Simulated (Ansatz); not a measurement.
# Sn2Ge (ordering on diamond): the band gap by level of theory

All numbers come from Ansatz. Simulation only: non-magnetic, and no claim that this is the phase found in nature.

Structure: Sn2Ge as one 6-atom ordering (P-3m1) on the diamond lattice, at its r2SCAN minimum. Space group P-3m1 (No. 164), trigonal; a = 4.455 Å, c = 10.844 Å in the conventional setting, 31.07 Å³ an atom. Ge is surrounded by 4 Sn at 2.65–2.70 Å; Sn is surrounded by 3 Ge at 2.70 Å and 1 Sn at 2.85 Å; Sn is surrounded by 1 Ge at 2.65 Å and 3 Sn at 2.78 Å.

```xyz
6
Lattice="4.4551 0.0000 0.0000 -2.2276 3.8582 0.0000 0.0000 0.0000 10.8444" Properties=species:S:1:pos:R:3 pbc="T T T"
Ge    0.0000    2.5722    7.6680
Sn    0.0000    0.0000    3.9956
Sn    2.2276    1.2861    0.5256
Sn    0.0000    0.0000    6.8488
Ge    2.2276    1.2861    3.1764
Sn    0.0000    2.5722   10.3188
```

Relaxed lattice by functional, symmetry kept:
```csv
functional,k mesh,a (Å),c (Å),volume (Å³/atom)
PBE,6×6×2,4.511,11.030,32.39
r2SCAN,6×6×2,4.455,10.844,31.07
```

On this one geometry the levels give:
```tsv
level	k mesh	gap (eV)	kind	edges	least direct gap (eV)
PBE	6×6×2	none (overlap 0.23)	–	–	–
PBE+SOC	6×6×2	none (overlap 0.11)	–	–	–
r2SCAN	6×6×2	none (overlap 0.21)	–	–	–
```
All runs use a smearing of 0.02 eV.
Wave cutoffs: 420 eV, 500 eV (r2SCAN).
Points off the special ones are mesh points or PBE's searched band edges, reused at the other levels.

r2SCAN gives no gap: the lowest nominally empty band dips 0.21 eV below the top of the last filled one (its bottom at A, the top at Γ), so the cell is a metal or semimetal at this level. PBE+SOC gives no gap: the lowest nominally empty band dips 0.11 eV below the top of the last filled one (its bottom at L, the top at Γ–M (0.10 of the way from Γ)), so the cell is a metal or semimetal at this level.

No level opens a gap, but no hybrid is among them, and semilocal functionals can close a real gap.

Only the levels marked +SOC include spin-orbit coupling.
